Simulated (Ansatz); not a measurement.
# PbO2: the cost of one run

Computed with Ansatz 0.2.0 (DFT PBE+D3(BJ), scalar-relativistic, plane waves, PAW, unless a step's input says otherwise).

2 further runs of the same task are left out: 2 set aside as unsound or not needed.

### Step 1. Starting point

It takes space group C2/m (No. 12, monoclinic). The conventional cell has a = 4.873 Å, b = 2.814 Å, c = 4.761 Å, α = 90.00°, β = 109.74°, γ = 90.00°. Around Ni (site symmetry 2/m) lie 6 O at 1.88 Å. O (site symmetry m) has 3 Ni at 1.88 Å as nearest neighbours.

Cell or atoms stand a little off a more symmetric structure (R-3m at a tolerance of 0.3 Å), so results at this geometry aren't those of that ideal crystal.

Structure file:

```xyz
3
Lattice="2.4367 -1.4068 -0.0004 2.4367 1.4068 -0.0004 -1.6073 0.0000 4.4815" Properties=species:S:1:pos:R:3 pbc="T T T"
Ni    0.0000    0.0000    0.0000
O     3.2489    0.0000    0.9411
O     0.0171    0.0000    3.5396
```

This cell was relaxed beforehand with the same method: volume 10.24 Å³/atom, gap on the mesh 0.94 eV.

### Step 2. Ni → Pb: the starting cell

The start of PbO2: fractional positions of relaxed NiO2, cell scaled by 1.053, a guess from tabulated radii.

### Step 3. A first look at the start (PbO2)

The input, input.yaml:

```yaml
crystal:
  lattice:
    - [2.5653766704, -1.4811388604, -0.0004039052]
    - [2.5653766704, 1.4811388604, -0.0004039052]
    - [-1.6922295357, 0.0, 4.7182024739]
  atoms:
    - { symbol: Pb, position: [0.0, 0.0, 0.0] }
    - { symbol: O, position: [0.7359720354, 0.7359720354, 0.2101184387] }
    - { symbol: O, position: [0.2640279646, 0.2640279646, 0.7898815613] }
basis:
  ecutwfc: 420
kpoints:
  mp_grid: { grid: [8, 8, 4] }
hamiltonian:
  xc: pbe
  dispersion: d3bj
scf:
  occupations: { method: gaussian, width: 0.1 }
output:
  forces: true
  stress: true
  eigenvalues: true
```

Q: Estimate wall time and peak memory on 1 thread of an x86-64 CPU, shared host.

About 1.4 s, with a peak of 0.37 GiB.
